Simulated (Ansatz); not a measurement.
# MgO (P6_3mc) in Ansatz: convergence with wavefunction cutoff

Aim: find how far wavefunction cutoff must go before the results for MgO settle, at PBE. This setting moves, with any that are tied to it; all else stays.

Program: Ansatz 0.2.0. These are calculated values, not measurements. Logs are shortened: lines on timing, memory, paths and dates and some standing lists are left out, and cuts for length are marked.

## 1. Starting point

Symmetry: P6_3mc, No. 186, hexagonal system. Conventional cell: a = 3.308 Å, b = 3.308 Å, c = 4.983 Å, α = 90.00°, β = 90.00°, γ = 120.00°. Mg (site symmetry 3m) has 4 O at 1.97 to 1.99 Å as nearest neighbours. O (site symmetry 3m) is surrounded by 4 Mg at 1.97 to 1.99 Å.

Measurements of this composition are mostly on another form, of space group No. 225.

## 2. With wavefunction cutoff 200 eV

Contents of input.yaml:

```yaml
crystal:
  lattice:
    - [3.3077869865, 0.0, 0.0]
    - [-1.6538934933, 2.8646275606, 0.0]
    - [0.0, 0.0, 4.98288167]
  atoms:
    - { symbol: Mg, position: [0.6666666667, 0.3333333333, 0.50215974] }
    - { symbol: Mg, position: [0.3333333333, 0.6666666667, 0.00215974] }
    - { symbol: O, position: [0.6666666667, 0.3333333333, 0.90244026] }
    - { symbol: O, position: [0.3333333333, 0.6666666667, 0.40244026] }
hamiltonian:
  xc: pbe
  pseudopotentials: { kind: paw }
kpoints:
  mp_grid: { grid: [8, 8, 5] }
scf:
  occupations: { method: cold, width: 0.1 }
output:
  forces: true
  stress: true
  eigenvalues: true
basis:
  ecutwfc: "200 eV"
```

Potentials or basis: Ansatz PAW.

Command:

```console
$ ansatz run input.yaml --threads 2 --pin off --max-ram 5632MiB --backend cpu --events-out ev --progress --plain --runs-dir out
```

Run time: 1.3 s. Hardware: 2 threads of Intel Xeon at 2.50GHz (Skylake/Cascade Lake), shared host; peak memory 0.28 GiB.

What came out:

| Property | Result |
| --- | --- |
| Free energy | -4971.7663 eV |
| Pressure | -2.8 GPa |
| Largest force | 0.056 eV/Å |
| Band gap on the k mesh | 3.30 eV, direct |

## 3. With wavefunction cutoff 250 eV

Changes to input.yaml since step 2:

```diff
@@ -22,2 +22,2 @@
 basis:
-  ecutwfc: "200 eV"
+  ecutwfc: "250 eV"
```

Potentials or basis: Ansatz PAW.

Command:

```console
$ ansatz run input.yaml --threads 2 --pin off --max-ram 5632MiB --backend cpu --events-out ev --progress --plain --runs-dir out
```

Run time: 1.3 s. Hardware: 2 threads of Intel Xeon at 2.50GHz (Skylake/Cascade Lake), shared host; peak memory 0.29 GiB.

Results:

- Free energy: -4983.8427 eV
- Pressure: 4.2 GPa
- Largest force: 0.004 eV/Å
- Band gap on the k mesh: 3.31 eV, direct

## 4. With wavefunction cutoff 300 eV

Changes to input.yaml since step 3:

```diff
@@ -22,2 +22,2 @@
 basis:
-  ecutwfc: "250 eV"
+  ecutwfc: "300 eV"
```

Command:

```console
$ ansatz run input.yaml --threads 2 --pin off --max-ram 5632MiB --backend cpu --events-out ev --progress --plain --runs-dir out
```

Run time: 1.7 s. Hardware: 2 threads of Intel Xeon at 2.50GHz (Skylake/Cascade Lake), shared host; peak memory 0.3 GiB.

What came out:

```
Free energy            : -4987.0641 eV
Pressure               : 3.5 GPa
Largest force          : 0.006 eV/Å
Band gap on the k mesh : 3.47 eV, direct
```

## 5. With wavefunction cutoff 350 eV

Changes to input.yaml since step 4:

```diff
@@ -22,2 +22,2 @@
 basis:
-  ecutwfc: "300 eV"
+  ecutwfc: "350 eV"
```

Command:

```console
$ ansatz run input.yaml --threads 2 --pin off --max-ram 5632MiB --backend cpu --events-out ev --progress --plain --runs-dir out
```

Wall time 2 s (2 threads of Intel Xeon at 2.50GHz (Skylake/Cascade Lake), shared host); peak memory 0.31 GiB.

Results:

- Free energy: -4987.8135 eV
- Pressure: 3.3 GPa
- Largest force: 0.007 eV/Å
- Band gap on the k mesh: 3.48 eV, direct

## 6. With wavefunction cutoff 400 eV

Changes to input.yaml since step 5:

```diff
@@ -22,2 +22,2 @@
 basis:
-  ecutwfc: "350 eV"
+  ecutwfc: "400 eV"
```

Potentials or basis: Ansatz PAW.

Command:

```console
$ ansatz run input.yaml --threads 2 --pin off --max-ram 5632MiB --backend cpu --events-out ev --progress --plain --runs-dir out
```

Wall time 2.3 s (2 threads of Intel Xeon at 2.50GHz (Skylake/Cascade Lake), shared host); peak memory 0.32 GiB.

Results (log left out):

| Property | Result |
| --- | --- |
| Free energy | -4987.9749 eV |
| Pressure | 3.4 GPa |
| Largest force | 0.008 eV/Å |
| Band gap on the k mesh | 3.48 eV, direct |

## 7. With wavefunction cutoff 450 eV

Changes to input.yaml since step 6:

```diff
@@ -22,2 +22,2 @@
 basis:
-  ecutwfc: "400 eV"
+  ecutwfc: "450 eV"
```

Command:

```console
$ ansatz run input.yaml --threads 2 --pin off --max-ram 5632MiB --backend cpu --events-out ev --progress --plain --runs-dir out
```

Run time: 2.5 s. Hardware: 2 threads of Intel Xeon at 2.50GHz (Skylake/Cascade Lake), shared host; peak memory 0.33 GiB.

It converged, with:

```yaml
Free_energy: -4987.9993 eV
Pressure: 3.3 GPa
Largest_force: 0.008 eV/Å
Band_gap_on_the_k_mesh: 3.48 eV, direct
```

## 8. With wavefunction cutoff 500 eV

Changes to input.yaml since step 7:

```diff
@@ -22,2 +22,2 @@
 basis:
-  ecutwfc: "450 eV"
+  ecutwfc: "500 eV"
```

Command:

```console
$ ansatz run input.yaml --threads 2 --pin off --max-ram 5632MiB --backend cpu --events-out ev --progress --plain --runs-dir out
```

Run time: 2.8 s. Hardware: 2 threads of Intel Xeon at 2.50GHz (Skylake/Cascade Lake), shared host; peak memory 0.35 GiB.

The run converged. Its results:

| Quantity | Value |
| --- | --- |
| Free energy | -4988.0011 eV |
| Pressure | 3.3 GPa |
| Largest force | 0.007 eV/Å |
| Band gap on the k mesh | 3.48 eV, direct |

## 9. With wavefunction cutoff 600 eV

Changes to input.yaml since step 8:

```diff
@@ -22,2 +22,2 @@
 basis:
-  ecutwfc: "500 eV"
+  ecutwfc: "600 eV"
```

Potentials or basis: Ansatz PAW.

Command:

```console
$ ansatz run input.yaml --threads 2 --pin off --max-ram 5632MiB --backend cpu --events-out ev --progress --plain --runs-dir out
```

Wall time 3.3 s (2 threads of Intel Xeon at 2.50GHz (Skylake/Cascade Lake), shared host); peak memory 0.37 GiB.

The run converged. Its results:

```yaml
Free_energy: -4988.0024 eV
Pressure: 3.3 GPa
Largest_force: 0.007 eV/Å
Band_gap_on_the_k_mesh: 3.48 eV, direct
```

## 10. With wavefunction cutoff 800 eV

Changes to input.yaml since step 9:

```diff
@@ -22,2 +22,2 @@
 basis:
-  ecutwfc: "600 eV"
+  ecutwfc: "800 eV"
```

Potentials or basis: Ansatz PAW.

Command:

```console
$ ansatz run input.yaml --threads 2 --pin off --max-ram 5632MiB --backend cpu --events-out ev --progress --plain --runs-dir out
```

What it wrote:

```text
Warning: RAYON_NUM_THREADS=2 ignored (pool sized by the plan → 2); use --threads N
Engine: ansatz 0.2.0, x86_64-unknown-linux-gnu
Pseudopotentials: kind: paw
Pseudopotential: Mg, paw, valence charge 10, recommended cutoff 420 eV (normal), Mg.paw.azcp
Pseudopotential: O, paw, valence charge 6, recommended cutoff 420 eV (normal), O.paw.azcp
Functional definition: PBE
  parameter kappa = 0.804
  parameter beta = 0.06672455060314922
  exchange = pbe_x(kappa = kappa, mu = beta*pi^2/3)
  correlation = pbe_c(beta = beta)
Crystal: 4 atoms, lattice volume = 47.216 Å³
Basis set: ecut = 800 eV, 2441 PW (Γ), exchange–correlation on 64×64×96 points (8 copies of the dense FFT grid, shifted against one another)
Bands: 20, of which v1, the nominal top of the filled ones, is band 16 counted from 1 (15 counted from 0)
Symmetry: 12 space group operations
Space group: P63mc (ITA 186), of the structure as read, at distance tolerance 3.6e-5 Å
k-points: 30 of 320 (time reversal used)
Non-local potential: Mg, projectors of the file, l = 0: 3, l = 1: 2, l = 2: 1
Non-local potential: O, projectors of the file, l = 0: 2, l = 1: 2, l = 2: 1
PAW form: soft (Blöchl's): semilocal exchange-correlation on the pseudo side does not see the compensation charge
PAW one-centre angular grid: Mg, 110 points (default); XC on 64 Gauss nodes
PAW one-centre angular grid: O, 110 points (default); XC on 64 Gauss nodes
Initial density: superposition of atomic densities (neutral atoms: chi_scale 0, normalization atom), corrected by the library's trained network
Initial wavefunctions: pseudopotential atomic-orbital guess
Functional: x = pbe(κ = 0.804, μ = 0.2195149727645171), c = pbe(β = 0.06672455060314922)
SCF iter   1: F=—  HF=-4988.003984 eV  |F-HF|=—  |Δ(HF+E_count)|=         —  Δρ=1.16e-3  dr2=4.27e-4  ethr=1.77e-3  ⟨swp⟩=5.1  Hψ=2772  notcnv=0
preconditioner: auto → Resta (q_TF=auto, 2.557 Å⁻¹)  ε∞=3.3  [insulator: Δε(μ)=3.474 eV  Ē_g=14.173 eV  σ=0.100 eV  W_gap=1.00  n_scr=22 (ndim 8)  ℏωp=21.6 eV  f_vac=0.034  D(μ)=0.00/eV (n_scr^D=0)  ε∞_Penn≈3.3]
SCF iter   2: F=—  HF=-4988.003369 eV  |F-HF|=—  |Δ(HF+E_count)|=   6.15e-4  S|Δr|=    0.00e0  Δρ=5.29e-4  dr2=5.09e-5  ethr=1.33e-6  ⟨swp⟩=2.1  Hψ=1322  notcnv=0
SCF iter   3: F=—  HF=-4988.003275 eV  |F-HF|=—  |Δ(HF+E_count)|=   9.41e-5  S|Δr|=    0.00e0  Δρ=2.72e-4  dr2=2.25e-5  ethr=1.59e-7  ⟨swp⟩=2.0  Hψ=985  notcnv=0
SCF iter   4: F=—  HF=-4988.003272 eV  |F-HF|=—  |Δ(HF+E_count)|=   2.85e-6  S|Δr|=    0.00e0  Δρ=6.83e-5  dr2=1.10e-6  ethr=7.04e-8  ⟨swp⟩=2.0  Hψ=1080  notcnv=0
SCF iter   5: F=—  HF=-4988.003271 eV  |F-HF|=—  |Δ(HF+E_count)|=   7.61e-7  S|Δr|=    0.00e0  Δρ=4.19e-5  dr2=6.80e-7  ethr=3.43e-9  ⟨swp⟩=2.0  Hψ=1080  notcnv=0
SCF iter   6: F=-4988.003271 eV  HF=-4988.003271 eV  |F-HF|=5.79e-9  |Δ(HF+E_count)|=   3.65e-8  S|Δr|=    0.00e0  Δρ=5.47e-6  dr2=1.11e-8  ethr=3.13e-10  ⟨swp⟩=3.0  Hψ=2462  notcnv=0
SCF 1 converged in 6 iterations: F = -4988.003271 eV  dr2 = 1.11e-8
SCF converged after 6 iterations
Stability not checked: this state was not tested for a lower state beside it, because cold or Methfessel-Paxton smearing, or corrected tetrahedra, fill the levels in a way that the test cannot read (fill_not_monotonic; see scf.lower_state_search)
Free energy (F): -4988.003271 eV
Harris-Foulkes:  -4988.003271 eV  (|F-HF|=5.79e-9)
Internal energy: -4988.003271 eV  (E = F + TS)
E sigma→0 (E₀):  -4988.003271 eV
Fermi energy:    6.887530 eV
Step filling:    the computed levels leave a gap of 3.4824 eV = 34.8 smearing widths at the electron count; against every level under it full and every level over it empty, smearing changes F+E_penalty+E_count by +8.13e-138 meV and its σ→0 estimate by -2.51e-133 meV
--- Per-component energies (eV) ---
  E_band       = -668.571549
  E_kinetic    = 508.490174
  E_local      = -3730.549911  (includes V_loc(G=0)·N_el)
  E_nonlocal   = 286.344687
  E_hartree    = 1329.697625
  E_xc         = -209.147527
  E_vxc        = -267.822076  (∫ρ·V_xc dr)
  E_paw        = -899.865891  (= ΣΔE_a)
  E_vpaw       = -124.431979  (= ΣTr[D̂ρ^β])
  E_aug_tail   = 0.000336  (compensation charges beyond the density's cutoff)
  E_ewald      = -2272.972765
  E_smearing   = 0.000000  (= −TS)
  E_closure    = 0.000000  (closes the sum)
  Σ components = -4988.003271   (vs F -4988.003271, Δ=0.00e0)
--- Forces (eV/Å), atoms counted from 1 ---
  atom   1  Mg     0.00000000    -0.00000000     0.00744378
  atom   2  Mg    -0.00000000     0.00000000     0.00744378
  atom   3  O     -0.00000000    -0.00000000    -0.00747297
  atom   4  O     -0.00000000     0.00000000    -0.00747297
  max |Σ_I F_I| component: 5.84e-5 eV/Å
--- Stress (GPa, compression-positive) ---
        3.269718      -0.000000       0.000000
        0.000000       3.269718      -0.000000
        0.000000      -0.000000       3.447721
  P = ⅓ Tr σ = 3.3291 GPa (33.291 kbar)
--- Band table (eV; the first three rows and the last of 30) ---
  k-point 0: bands = ["-66.7837", "-66.7793", "-33.5859", "-33.5374", "-33.5292", "-33.5292", "-33.5204", "-33.5204", "-11.1888", "-10.3637", "1.8122", "4.2949", "4.2949", "4.6320", "4.6320", "5.0757", "8.5582", "13.6129", "15.4319", "19.1890"]
  k-point 1: bands = ["-66.7833", "-66.7798", "-33.5813", "-33.5421", "-33.5284", "-33.5284", "-33.5213", "-33.5213", "-11.1144", "-10.4473", "2.0255", "4.3258", "4.3258", "4.5391", "4.5985", "4.5985", "9.1680", "12.9507", "16.1294", "19.2125"]
  k-point 2: bands = ["-66.7822", "-66.7809", "-33.5693", "-33.5543", "-33.5262", "-33.5262", "-33.5235", "-33.5235", "-10.9155", "-10.6611", "2.6339", "3.5411", "4.4079", "4.4079", "4.5121", "4.5121", "10.4016", "11.7364", "17.5079", "19.1605"]
  k-point 29: bands = ["-66.7800", "-66.7798", "-33.5708", "-33.5691", "-33.5416", "-33.5377", "-33.5360", "-33.5342", "-10.3620", "-10.3284", "2.2784", "2.4117", "3.0044", "3.3686", "4.5559", "4.6728", "13.3333", "13.3577", "15.1259", "15.3404"]
```

Run time: 4.7 s. Hardware: 2 threads of Intel Xeon at 2.50GHz (Skylake/Cascade Lake), shared host; peak memory 0.42 GiB.

What came out:

```yaml
Free_energy: -4988.0033 eV
Pressure: 3.3 GPa
Largest_force: 0.007 eV/Å
Band_gap_on_the_k_mesh: 3.48 eV, direct
```

## 11. Summary

```
wavefunction cutoff  energy less the tightest run, at zero smearing (meV/atom)  pressure (GPa)  largest force (eV/Å)  gap on the mesh (eV)  SCF cycles  CPU time (s)  peak memory (GiB)
             200 eV                                                    4059.25           -2.75                 0.056                 3.304           9           2.2               0.28
             250 eV                                                    1040.14            4.20                 0.004                 3.310           6           2.2               0.29
             300 eV                                                     234.79            3.47                 0.006                 3.472           7             3                0.3
             350 eV                                                      47.44            3.33                 0.007                 3.479           6           3.5               0.31
             400 eV                                                       7.10            3.35                 0.008                 3.480           6             4               0.32
             450 eV                                                       1.00            3.34                 0.008                 3.482           6           4.5               0.33
             500 eV                                                       0.55            3.34                 0.007                 3.483           6             5               0.35
             600 eV                                                       0.22            3.33                 0.007                 3.482           6           5.8               0.37
             800 eV                                                       0.00            3.33                 0.007                 3.482           6           8.8               0.42
```

Against the tightest run, the energy stays within 1 meV/atom from 450 eV on; the pressure stays within 0.1 GPa from 350 eV on; the largest force stays within 0.005 eV/Å from 250 eV on; the gap on the mesh stays within 0.01 eV from 350 eV on. The tightest run that finished is the yardstick and may itself not be fully converged.

Caveats: odd divisions of the mesh miss points on the zone boundary, where band edges often lie, so the gap on the mesh can be too wide.
